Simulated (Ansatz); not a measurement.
SnO under strain: ¹⁷O NMR of the central transition

Cell: a structure deposited in the COD, relaxed with PBE at fixed cell and then changed (z compressed by 2 %, ions relaxed).

```
Sn O
1.0
     2.50000   -2.86000    0.00000
     2.50000    2.86000    0.00000
     0.00000    0.00000   10.89760
Sn O
4 4
Direct
  0.00001 0.99999 0.98788
  0.99999 0.00001 0.48788
  0.49987 0.50013 0.26912
  0.50013 0.49987 0.76912
  0.99999 0.49997 0.37850
  0.00001 0.50003 0.87850
  0.50003 0.00001 0.37850
  0.49997 0.99999 0.87850
```

Atoms are numbered from 1 in the order listed; like atoms form one site, named after its first atom.

The numbers come from a DFT calculation in Ansatz (PBE, plane waves and PAW, scalar-relativistic, 420 eV cutoff, Γ-centred 8×8×3 k-points, Fermi–Dirac smearing 0.02 eV).

¹⁷O has I = 5/2 and Q = -25.58 mb (Pyykkö 2018); at 16.4 T its Larmor frequency is ν₀ = 94.7 MHz. Only the quadrupole interaction is simulated: positions count from each site's isotropic chemical shift, and J coupling is left out, as are shift anisotropy and dipolar coupling, which fast spinning averages.

(1) Simulate the second-order pattern (fast magic-angle spinning, Gaussian broadening 0.07 kHz) of site O (4 Sn at 2.24 Å).

Answers

(1) The calculation gives C_Q = 3.10 MHz and η = 0.43, so ν_Q = 0.465 MHz and the centre of gravity lies at -6.83 ppm (-0.647 kHz).

offset (kHz), height and a bar:
```
   -1.653          0 
   -1.610          1 
   -1.567          5 #
   -1.524          8 ##
   -1.481          9 ###
   -1.438          9 ###
   -1.395          9 ###
   -1.352          9 ###
   -1.309         10 ###
   -1.266         10 ###
   -1.223         15 ####
   -1.180         26 ########
   -1.137         34 ##########
   -1.094         37 ###########
   -1.051         40 ############
   -1.008         44 #############
   -0.965         50 ###############
   -0.922         66 ####################
   -0.879         94 ############################
   -0.836         96 #############################
   -0.793         80 ########################
   -0.750         72 ######################
   -0.706         69 #####################
   -0.663         68 ####################
   -0.620         69 #####################
   -0.577         71 #####################
   -0.534         76 #######################
   -0.491         88 ##########################
   -0.448        100 ##############################
   -0.405         90 ###########################
   -0.362         74 ######################
   -0.319         65 ####################
   -0.276         60 ##################
   -0.233         55 #################
   -0.190         52 ################
   -0.147         48 ###############
   -0.104         39 ############
   -0.061         17 #####
   -0.018          2 #
    0.025          0
```

Without spin–orbit coupling (the program notes it for Sn) the gradients can shift somewhat, as the gap is small. The database positions were far from equilibrium, so the relaxed structure may not be the compound's real one.

The relaxation (4 steps) took 63 s of wall time (60 s of CPU time) and 0.59 GiB at its peak, on 1 thread of Intel Xeon 6975P-C (Granite Rapids) (x86_64; 16 cores open to the job, memory cap 3.0 GiB, no GPU), a shared host with a load of 0.5 a core.
